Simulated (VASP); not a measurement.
Energy against volume of NaBr (rock salt). All values below come from r2SCAN meta-GGA, VASP's PBE PAW potentials (set 64) (plane waves; VASP). Numerical set-up: 520 eV cut-off, 8×8×8 Γ-centred mesh, Gaussian smearing of 0.050 eV, potentials Na_pv Br.

```
V (Å³/atom)  E (eV/atom)
-----------  -----------
24.585         -10.21623
25.369         -10.22157
26.154         -10.22324
26.939         -10.22174
```

Fit these four points and predict the energy of the run at 27.723 Å³/atom.

A cubic in V^(−2/3), the third-order Birch-Murnaghan form, passes through the four points with V0 = 26.16 Å³/atom and B0 = 22 GPa, and gives -10.2175 eV/atom there. The run gave -10.2172 eV/atom, +0.3 meV/atom from the fit; all five points give B0 = 22 GPa.

The compound is NaBr in the rock salt structure. It was relaxed first.
